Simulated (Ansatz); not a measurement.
**NaH (CsCl type): a single-point run**

Aim: a sound single-point run of NaH (CsCl type). The structure is shown as the input types it.

Method: DFT, PBE, all-electron LAPW, scalar-relativistic, in Ansatz 0.2.0.

2 further runs of the same task are left out: 2 that didn't finish. Runs told in other sessions of the task aren't counted.

## Step 1: The structure to begin with

The structure is cubic, space group Pm-3m (No. 221). The conventional cell has a = 2.164 Å, b = 2.164 Å, c = 2.164 Å, α = 90.00°, β = 90.00°, γ = 90.00°. Na (site symmetry m-3m) has 8 H at 1.87 Å in its first shell of neighbours. H (site symmetry m-3m) has 8 Na at 1.87 Å in its first shell of neighbours.

As a file:

```cif
data_structure
_symmetry_space_group_name_H-M 'Pm-3m'
_symmetry_Int_Tables_number 221
_cell_length_a 2.1640
_cell_length_b 2.1640
_cell_length_c 2.1640
_cell_angle_alpha 90.000
_cell_angle_beta 90.000
_cell_angle_gamma 90.000
_cell_volume 10.13
loop_
_atom_site_label
_atom_site_type_symbol
_atom_site_symmetry_multiplicity
_atom_site_Wyckoff_symbol
_atom_site_fract_x
_atom_site_fract_y
_atom_site_fract_z
_atom_site_occupancy
Na1 Na 1 a 0.00000 0.00000 0.00000 1
H1 H 1 b 0.50000 0.50000 0.50000 1
```

## Step 2: Running it

File input.yaml:

```yaml
crystal:
  lattice:
    - [2.16402765, 0.0, 0.0]
    - [0.0, 2.16402765, 0.0]
    - [0.0, 0.0, 2.16402765]
  atoms:
    - { symbol: Na, position: [0.0, 0.0, 0.0] }
    - { symbol: H, position: [0.5, 0.5, 0.5] }
kpoints:
  mp_grid: { grid: [12, 12, 12] }
scf:
  occupations: { method: fermi_dirac, width: 0.08 }
  max_iter: 60
hamiltonian:
  xc: pbe
  pseudopotentials: { kind: all_electron, lapw: { basis_error: 0.001 } }
output:
  forces: true
  stress: true
  eigenvalues: true
  populations: true
```

On the command line:

```bash
$ ansatz run input.yaml --threads 1 --pin off --max-ram 2048MiB --backend cpu --events-out ev --progress --plain --runs-dir out
```

Q: Will this input give a usable result? If not, why, and what should change?

The program finished normally. It gives a pressure of 131 GPa, which is large; a structure far from rest gives such values too, whatever the setting.

All distances are much too short, so cores begin to overlap. The shortest distance in the input is 1.87 Å, between atoms 1 (Na) and 2 (H).

Remedy: restore the intended size.
